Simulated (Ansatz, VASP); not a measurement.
**Two plane-wave programs on Al**

File INCAR:

```
PREC     = Accurate       # precision mode
ENCUT    = 600            # plane-wave cutoff, eV
EDIFF    = 1E-6           # SCF threshold, eV
ISMEAR   = -1             # smearing method
SIGMA    = 0.05           # smearing width, eV
LREAL    = False          # projectors in reciprocal space
LASPH    = True           # aspherical terms in the spheres
NELM     = 80             # most SCF steps
ALGO     = Normal         # electronic algorithm
ISIF     = 3              # what is computed and relaxed
LWAVE    = False          # write WAVECAR
LCHARG   = False          # write CHGCAR
GGA      = PS             # functional
IBRION   = 2              # ionic algorithm
NSW      = 60             # ionic steps
EDIFFG   = -0.005         # ionic threshold
```

Contents of KPOINTS:

```
Automatic mesh
0
Gamma
  17 17 9
```

File POSCAR:

```
Al
1.0
    2.8463880775      0.0000000000      0.0000000000
   -1.4231940388      2.4650443841      0.0000000000
    0.0000000000      0.0000000000      4.6111486856
Al
2
Direct
    0.3333333333      0.6666666667      0.2500000000
    0.6666666667      0.3333333333      0.7500000000
```

Input for Ansatz:

```yaml
crystal:
  lattice:
    - [2.8463880775, 0.0, 0.0]
    - [-1.4231940388, 2.4650443841, 0.0]
    - [0.0, 0.0, 4.6111486856]
  atoms:
    - { symbol: Al, position: [0.3333333333, 0.6666666667, 0.25] }
    - { symbol: Al, position: [0.6666666667, 0.3333333333, 0.75] }
kpoints:
  mp_grid: { grid: [17, 17, 9] }
scf:
  occupations: { method: fermi_dirac, width: 0.05 }
hamiltonian:
  xc: pbesol
  pseudopotentials: { kind: paw }
output:
  forces: true
  stress: true
relax:
  f_tol: 0.005
  max_steps: 40
  cell: {}
```

Alike in both runs: task relaxation of cell and atoms; functional PBEsol; k mesh 17 × 17 × 9; occupations fermi-dirac, width 0.05 eV; no spin polarisation.

|  | VASP | Ansatz |
| --- | --- | --- |
| version | VASP 6.6.1 | Ansatz 0.2.0 |
| potentials or method | VASP PAW PBE potentials, release 64 (Al) | PAW with Ansatz's default frozen-core files, scalar-relativistic |
| plane-wave cutoff (eV) | 600 | 420 |
| valence electrons in the cell | 6 | 6 |

Ansatz gave:

| Item | Value |
| --- | --- |
| relaxed volume (Å³/atom) | 16.31 |
| relaxed cell length with the largest relative difference (Å) | 4.637 |

Which values does VASP return?

Relaxed volume (Å³/atom): 16.32; relaxed cell length with the largest relative difference (Å): 4.638.

Caveats: the PAW data sets were made with another functional, which shifts forces and pressure a little (VASP).
